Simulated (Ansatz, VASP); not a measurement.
Al: VASP beside Ansatz

File INCAR:

```
SYSTEM = Al
  PREC = Accurate
  ENCUT = 520
  EDIFF = 1E-6
  ISMEAR = 0
  SIGMA = 0.1
  LREAL = .False.
  LASPH = .True.
  NELM = 80
  ALGO = Fast
  ISIF = 2
  LWAVE = .False.
  LCHARG = .False.
  GGA = PE
  IVDW = 12
  NBANDS = 14
```

KPOINTS

```
regular mesh
0
Gamma
  21 21 6
  0 0 0
```

The input POSCAR:

```
Al
1.0
    2.8147782361      0.0000000000      0.0000000000
   -1.4073891181      2.4376694585      0.0000000000
    0.0000000000      0.0000000000      9.1493782728
Al
4
Direct
    0.0000000000      0.0000000000      0.0000000000
    0.3333333333      0.6666666667      0.2500000000
    0.0000000000      0.0000000000      0.5000000000
    0.6666666667      0.3333333333      0.7500000000
```

Input for Ansatz:

```yaml
crystal:
  lattice:
    - [2.8147782361, 0.0, 0.0]
    - [-1.4073891181, 2.4376694585, 0.0]
    - [0.0, 0.0, 9.1493782728]
  atoms:
    - { symbol: Al, position: [0.0, 0.0, 0.0] }
    - { symbol: Al, position: [0.3333333333, 0.6666666667, 0.25] }
    - { symbol: Al, position: [0.0, 0.0, 0.5] }
    - { symbol: Al, position: [0.6666666667, 0.3333333333, 0.75] }
basis:
  ecutwfc: 420
kpoints:
  mp_grid: { grid: [21, 21, 6] }
hamiltonian:
  xc: pbe
  dispersion: d3bj
scf:
  occupations: { method: gaussian, width: 0.1 }
output:
  forces: true
  stress: true
  eigenvalues: true
  write_density: true
  write_potential: true
  elf: true
  volumetric_format: npy
```

Change from the starting cell: strain along c alone, the other axes held, atoms relaxed: -1.0 %.

Alike in both runs: task single point; functional PBE; dispersion D3(BJ); k mesh 21 × 21 × 6; occupations gaussian, width 0.1 eV; no spin polarisation.

|  | VASP | Ansatz |
| --- | --- | --- |
| version | VASP 6.6.1 | Ansatz 0.2.0 |
| potentials or method | VASP PAW PBE potentials, release 64 (Al) | scalar-relativistic, plane waves, PAW |
| plane-wave cutoff (eV) | 520 | 420 |
| valence electrons in the cell | 12 | 12 |

|  | VASP | Ansatz | Ansatz less VASP |
| --- | --- | --- | --- |
| gap on the k mesh at the Fermi level (eV) | none | none | - |
| pressure (GPa) | 0.8 | 0.9 | +0.03 |
| largest component of the traceless stress (GPa) | 0.99 | 0.98 | -0.003 |

A gap of «none» marks a metal or a gap that the smearing closes.

Caveats: pairwise dispersion overbinds metals, which lowers pressure and volume.
